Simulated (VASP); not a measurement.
# SrTiO3 (Pm-3m) in VASP: notebook

Aim: see how the results for SrTiO3 move with the level of theory and the settings. Levels: PBEsol, r2SCAN, TB-mBJ. Tasks: band structure.

All numbers are computed with VASP 6.6.1; they aren't measurements. Logs are shortened: lines on timing, memory, paths and dates and some standing lists are left out, and cuts for length are marked.

## Step 1: The crystal as given

It takes space group Pm-3m (No. 221, cubic). The conventional cell has a = 3.895 Å, b = 3.895 Å, c = 3.895 Å, α = 90.00°, β = 90.00°, γ = 90.00°. Sr (site symmetry m-3m) is surrounded by 12 O at 2.75 Å. Ti (site symmetry m-3m) is surrounded by 6 O at 1.95 Å. Around O (site symmetry 4/mmm) lie 2 Ti at 1.95 Å.

The cell is a database's computed one.

## Step 2: Band structure, PBEsol

The input, INCAR:

```
PREC = Accurate
ENCUT = 520
EDIFF = 1E-6
ISMEAR = 0
SIGMA = 0.02
LREAL = F
LASPH = T
NELM = 80
ALGO = Normal
ISIF = 2
LWAVE = F
LCHARG = F
LMAXMIX = 4
GGA = PS
```

The input, KPOINTS:

```
regular mesh
0
Gamma
  8 8 8
```

The input, POSCAR:

```
SrTiO3
1.0
    3.8946700000      0.0000000000      0.0000000000
    0.0000000000      3.8946700000      0.0000000000
    0.0000000000      0.0000000000      3.8946700000
Sr Ti O
1 1 3
Direct
    0.0000000000      0.0000000000      0.0000000000
    0.5000000000      0.5000000000      0.5000000000
    0.5000000000      0.0000000000      0.5000000000
    0.5000000000      0.5000000000      0.0000000000
    0.0000000000      0.5000000000      0.5000000000
```

The input, KPOINTS_OPT:

```
path GXMGRX,MR
15
line-mode
reciprocal
 0.0000000000  0.0000000000  0.0000000000  G
 0.0000000000  0.5000000000  0.0000000000  X

 0.0000000000  0.5000000000  0.0000000000  X
 0.5000000000  0.5000000000  0.0000000000  M

 0.5000000000  0.5000000000  0.0000000000  M
 0.0000000000  0.0000000000  0.0000000000  G

 0.0000000000  0.0000000000  0.0000000000  G
 0.5000000000  0.5000000000  0.5000000000  R

 0.5000000000  0.5000000000  0.5000000000  R
 0.0000000000  0.5000000000  0.0000000000  X

 0.5000000000  0.5000000000  0.0000000000  M
 0.5000000000  0.5000000000  0.5000000000  R
```

Potentials or basis: VASP PAW PBE potentials, release 64 (Sr_sv, Ti_sv, O).

On the command line:

```bash
> cat potpaw_PBE.64/Sr_sv/POTCAR potpaw_PBE.64/Ti_sv/POTCAR potpaw_PBE.64/O/POTCAR > POTCAR
> mpirun -np 1 vasp_std > vasp.out
```

OUTCAR:

```text
PREC = Accurate
   ENCUT = 520
   EDIFF = 1E-6
   ISMEAR = 0
   LREAL = F
   LASPH = T
   NELM = 80
   ISIF = 2
   GGA = PS

 ion  position               nearest neighbor table
   1  0.000  0.000  0.000-   3 2.75   4 2.75   5 2.75   3 2.75   5 2.75   4 2.75   5 2.75   5 2.75
                             3 2.75   4 2.75   3 2.75   4 2.75   2 3.37   2 3.37   2 3.37   2 3.37
   2  0.500  0.500  0.500-   3 1.95   4 1.95   5 1.95   4 1.95   3 1.95   5 1.95   1 3.37   1 3.37
                             1 3.37   1 3.37   1 3.37   1 3.37   1 3.37   1 3.37
   3  0.500  0.000  0.500-   2 1.95   2 1.95   1 2.75   1 2.75   1 2.75   1 2.75
   4  0.500  0.500  0.000-   2 1.95   2 1.95   1 2.75   1 2.75   1 2.75   1 2.75
   5  0.000  0.500  0.500-   2 1.95   2 1.95   1 2.75   1 2.75   1 2.75   1 2.75

  LATTYP: Found a simple cubic cell.
 ALAT       =     3.8946700000

  Lattice vectors:

 A1 = (   3.8946700000,   0.0000000000,   0.0000000000)
 A2 = (   0.0000000000,   3.8946700000,   0.0000000000)
 A3 = (   0.0000000000,   0.0000000000,   3.8946700000)

Analysis of symmetry for initial positions (statically):
=====================================================================
 Subroutine PRICEL returns:
 Original cell was already a primitive cell.

 Routine SETGRP: Setting up the symmetry group for a
 simple cubic supercell.

 Subroutine GETGRP returns: Found 48 space group operations
 (whereof 48 operations were pure point group operations)
 out of a pool of 48 trial point group operations.

The static configuration has the point symmetry O_h .

Analysis of symmetry for dynamics (positions and initial velocities):
=====================================================================
 Subroutine PRICEL returns:
 Original cell was already a primitive cell.

 Routine SETGRP: Setting up the symmetry group for a
 simple cubic supercell.

 Subroutine GETGRP returns: Found 48 space group operations
 (whereof 48 operations were pure point group operations)
 out of a pool of 48 trial point group operations.

The dynamic configuration has the point symmetry O_h .

 Subroutine INISYM returns: Found 48 space group operations
 (whereof 48 operations are pure point group operations),
 and found     1 'primitive' translations

----------------------------------------------------------------------------------------

                                     Primitive cell

  volume of cell :      59.0761

  direct lattice vectors                    reciprocal lattice vectors
     3.894670000  0.000000000  0.000000000     0.256761163  0.000000000  0.000000000
     0.000000000  3.894670000  0.000000000     0.000000000  0.256761163  0.000000000
     0.000000000  0.000000000  3.894670000     0.000000000  0.000000000  0.256761163

  length of vectors
     3.894670000  3.894670000  3.894670000     0.256761163  0.256761163  0.256761163

  position of ions in fractional coordinates (direct lattice)
     0.000000000  0.000000000  0.000000000
     0.500000000  0.500000000  0.500000000
     0.500000000  0.000000000  0.500000000
     0.500000000  0.500000000  0.000000000
     0.000000000  0.500000000  0.500000000

  ion indices of the primitive-cell ions
   primitive index   ion index
                 1           1
                 2           2
                 3           3
                 4           4
                 5           5

----------------------------------------------------------------------------------------

 KPOINTS: regular mesh

Automatic generation of k-mesh.
 Grid dimensions read from file:
 generate k-points for:    8    8    8

 Generating k-lattice:

  Cartesian coordinates                     Fractional coordinates (reciprocal lattice)
     0.032095145  0.000000000  0.000000000     0.125000000  0.000000000  0.000000000
     0.000000000  0.032095145  0.000000000     0.000000000  0.125000000  0.000000000
     0.000000000  0.000000000  0.032095145     0.000000000  0.000000000  0.125000000

  Length of vectors
     0.032095145  0.032095145  0.032095145

  Shift w.r.t. Gamma in fractional coordinates (k-lattice)
     0.000000000  0.000000000  0.000000000

 Subroutine IBZKPT returns following result:
 ===========================================

 Found     35 irreducible k-points:

 Following reciprocal coordinates:
            Coordinates               Weight
  0.000000  0.000000  0.000000      1.000000
  0.125000  0.000000  0.000000      6.000000
  0.250000  0.000000  0.000000      6.000000
  0.375000  0.000000  0.000000      6.000000
  0.500000  0.000000  0.000000      3.000000
  0.125000  0.125000  0.000000     12.000000
[... 16 lines left out ...]
  0.375000  0.375000  0.125000     24.000000
  0.500000  0.375000  0.125000     24.000000
 [... further k-points ...]
   k-points           NKPTS =     35   k-points in BZ     NKDIM =     35   number of bands    NBANDS=     24
   number of dos      NEDOS =    301   number of ions     NIONS =      5
   total plane-waves  NPLWV =  27000
   dimension x,y,z NGX =    30 NGY =   30 NGZ =   30
   dimension x,y,z NGXF=    60 NGYF=   60 NGZF=   60
   ions per type =               1   1   3
   NGX,Y,Z   is equivalent  to a cutoff of  12.81, 12.81, 12.81 a.u.
   NGXF,Y,Z  is equivalent  to a cutoff of  25.61, 25.61, 25.61 a.u.
 SYSTEM =  unknown system
   PREC   = accura    normal or accurate (medium, high low for compatibility)
   ISTART =      0    job   : 0-new  1-cont  2-samecut
   ICHARG =      2    charge: 1-file 2-atom 10-const
   ISPIN  =      1    spin polarized calculation?
   LNONCOLLINEAR =      F non collinear calculations
   LSORBIT =      F    spin-orbit coupling
   LASPH  =      T    aspherical Exc in radial PAW
   ENCUT  =  520.0 eV  38.22 Ry    6.18 a.u.   7.24  7.24  7.24*2*pi/ulx,y,z
   NELM   =     80;   NELMIN=  2; NELMDL= -5     # of ELM steps
   EDIFF  = 0.1E-05   stopping-criterion for ELM
   LREAL  =      F    real-space projection
   EDIFFG = 0.1E-04   stopping-criterion for IOM
   NSW    =      0    number of steps for IOM
   IBRION =     -1    ionic relax: 0-MD 1-quasi-New 2-CG
   NFREE  =      0    steps in history (QN), initial steepest desc. (CG)
   ISIF   =      2    stress and relaxation
   ISYM   =      2    0-nonsym 1-usesym 2-fastsym
   POTIM  = 0.5000    time-step for ionic-motion
   TEBEG  =    0.0;   TEEND  =   0.0 temperature during run
   PSTRESS=    0.0 pullay stress
   NELECT =      40.0000    total number of electrons
   NUPDOWN=      -1.0000    fix difference up-down
   EMIN   =  10.00;   EMAX   =-10.00  energy-range for DOS
   EFERMI =   0.00;   METHOD = LEGACY
   ISMEAR =     0;   SIGMA  =   0.02  broadening in eV -4-tet -1-fermi 0-gaus
   EFERMI_NEDOS =   21; number of points for ismear=-14 and -15
   IALGO  =     38    algorithm
   IMIX   =      4    mixing-type and parameters
     AMIX     =   0.40;   BMIX     =  1.00
     AMIX_MAG =   1.60;   BMIX_MAG =  1.00
  volume/ion in A,a.u.               =      11.82        79.73
  Fermi-wavevector in a.u.,A,eV,Ry     =   1.437554  2.716583 28.117276  2.066561
  Thomas-Fermi vector in A             =   2.556619
   LORBIT       =      0    0 simple, 1 ext, 2 COOP (PROOUT), +10 PAW based schemes
   GGA     = PS    functional components
   LHFCALC =     F    Hartree Fock is set to
   AEXX    =    0.0000 exact exchange contribution
   IVDW    =     0    specifies the selected vdW correction
   LEPSILON=     F    determine dielectric tensor
   LRPA    =     F    only Hartree local field effects (RPA)
 non-spin polarized calculation
 Gauss-broadening in eV      SIGMA  =   0.02
  energy-cutoff  :      520.00
  volume of cell :       59.08
 maximum number of plane-waves:      1622
 NGX is ok and might be reduce to    30
   NGX = 15   NGY = 15   NGZ = 15

 number of electron      40.0000011 magnetization

 Free energy of the ion-electron system (eV)
  ---------------------------------------------------
  ext. energy  EPLUGINS =         0.00000000
  ---------------------------------------------------
  free energy    TOTEN  =       -42.01632513 eV

  energy without entropy =      -42.01632513  energy(sigma->0) =      -42.01632513

 E-fermi :   4.2753     XC(G=0): -11.5822

 val. band max:        4.0910747721   @ k =   0.5000   0.5000   0.5000
 cond. band min:       5.9066565231   @ k =   0.0000   0.0000   0.0000
 fundamental gap:      1.8155817510
 Fermi energy:         4.2752612988

 k-point     1 :       0.0000    0.0000    0.0000
  band No.  band energies     occupation
      1     -52.0760      2.00000
      2     -28.5302      2.00000
      3     -28.4434      2.00000
      4     -28.4434      2.00000
      5     -28.4434      2.00000
      6     -13.2978      2.00000
[... 16 lines left out ...]
     23       5.9067      0.00000
     24       8.4822      0.00000

 k-point     2 :       0.1250    0.0000    0.0000
  band No.  band energies     occupation
      1     -52.0758      2.00000
      2     -28.5494      2.00000
      3     -28.4430      2.00000
      4     -28.4430      2.00000
      5     -28.4316      2.00000
      6     -13.3044      2.00000
[... 16 lines left out ...]
     23       6.2739      0.00000
     24       8.4880      0.00000

 k-point     3 :       0.2500    0.0000    0.0000
  band No.  band energies     occupation
      1     -52.0752      2.00000
      2     -28.5871      2.00000
      3     -28.4418      2.00000
      4     -28.4418      2.00000
      5     -28.4116      2.00000
      6     -13.3721      2.00000
[... 16 lines left out ...]
     23       7.0110      0.00000
     24       8.4958      0.00000
[... 514 lines left out ...]
 k-point    23 :       0.3750    0.3750    0.1250
  band No.  band energies     occupation
      1     -52.0729      2.00000
      2     -28.5535      2.00000
      3     -28.5057      2.00000
      4     -28.4514      2.00000
      5     -28.4373      2.00000
      6     -12.8780      2.00000
[... 16 lines left out ...]
     23       8.1225      0.00000
     24       9.9164      0.00000

 k-point    24 :       0.5000    0.3750    0.1250
  band No.  band energies     occupation
      1     -52.0727      2.00000
      2     -28.5463      2.00000
      3     -28.5053      2.00000
      4     -28.4546      2.00000
      5     -28.4489      2.00000
      6     -12.7867      2.00000
[... 16 lines left out ...]
     23       8.2765      0.00000
     24       9.9482      0.00000

 [... further k-points ...]

------------------------ aborting loop because EDIFF is reached ----------------------------------------

  FORCE on cell =-STRESS in cart. coord.  units (eV):
  Direction    XX          YY          ZZ          XY          YZ          ZX
  --------------------------------------------------------------------------------------
  -------------------------------------------------------------------------------------
  Total        0.0518793      0.0518793      0.0518793      0.0000000      0.0000000     -0.0000000
  in kB        1.4069957      1.4069957      1.4069957      0.0000000      0.0000000     -0.0000000
  external PRESSURE =       1.4069957 kB  Pullay stress =       0.0000000 kB

 VOLUME and BASIS-vectors are now :
 -----------------------------------------------------------------------------
  energy-cutoff  :      520.00
  volume of cell :       59.08
      direct lattice vectors                 reciprocal lattice vectors
     3.894670000  0.000000000  0.000000000     0.256761163  0.000000000  0.000000000
     0.000000000  3.894670000  0.000000000     0.000000000  0.256761163  0.000000000
     0.000000000  0.000000000  3.894670000     0.000000000  0.000000000  0.256761163

 POSITION                                       TOTAL-FORCE (eV/Angst)
 -----------------------------------------------------------------------------------
      0.00000      0.00000      0.00000         0.000000      0.000000      0.000000
      1.94734      1.94734      1.94734         0.000000      0.000000      0.000000
      1.94734      0.00000      1.94734         0.000000      0.000000      0.000000
      1.94734      1.94734      0.00000         0.000000      0.000000      0.000000
      0.00000      1.94734      1.94734         0.000000      0.000000      0.000000
 -----------------------------------------------------------------------------------
    total drift:                                0.000000      0.000000     -0.000000

  FREE ENERGIE OF THE ION-ELECTRON SYSTEM (eV)
  ---------------------------------------------------
  free  energy   TOTEN  =       -42.0163251321 eV

  energy  without entropy=      -42.0163251321  energy(sigma->0) =      -42.01632513
```

Run time: 64 s. Hardware: 1 thread of AMD EPYC 9R45 (Zen 5), shared host; peak memory 0.2 GiB.

Results:

```yaml
Free_energy: -42.0163 eV
Pressure: 0.1 GPa
Band_gap_on_the_k_mesh: 1.82 eV, indirect (least direct gap 2.17 eV)
Band_gap_along_the_path: 1.82 eV, indirect (least direct gap 2.17 eV)
```

Levels at the corners of the path, in eV from the valence-band top:
| point | band 17 | band 18 | band 19 | band 20 | band 21 | band 22 | band 23 | band 24 |
| --- | --- | --- | --- | --- | --- | --- | --- | --- |
| Γ | -1.20 | -0.35 | -0.35 | -0.35 | 1.82 | 1.82 | 1.82 | 4.39 |
| X | -2.41 | -2.06 | -0.74 | -0.74 | 2.00 | 3.82 | 3.82 | 4.41 |
| X | -2.41 | -2.06 | -0.74 | -0.74 | 2.00 | 3.82 | 3.82 | 4.41 |
| M | -1.74 | -1.60 | -1.60 | -0.10 | 3.83 | 3.83 | 4.28 | 5.38 |
| M | -1.74 | -1.60 | -1.60 | -0.10 | 3.83 | 3.83 | 4.28 | 5.38 |
| Γ | -1.20 | -0.35 | -0.35 | -0.35 | 1.82 | 1.82 | 1.82 | 4.39 |
| Γ | -1.20 | -0.35 | -0.35 | -0.35 | 1.82 | 1.82 | 1.82 | 4.39 |
| R | -3.80 | 0.00 | 0.00 | 0.00 | 4.52 | 4.52 | 4.52 | 6.89 |
| R | -3.80 | 0.00 | 0.00 | 0.00 | 4.52 | 4.52 | 4.52 | 6.89 |
| X | -2.41 | -2.06 | -0.74 | -0.74 | 2.00 | 3.82 | 3.82 | 4.41 |
| M | -1.74 | -1.60 | -1.60 | -0.10 | 3.83 | 3.83 | 4.28 | 5.38 |
| R | -3.80 | 0.00 | 0.00 | 0.00 | 4.52 | 4.52 | 4.52 | 6.89 |

Caveat: the PAW data sets were made with another functional, which shifts forces and pressure a little. A hybrid or GW would open this gap; PBEsol tends to underestimate it.

(Continued in part 2 of 2.)
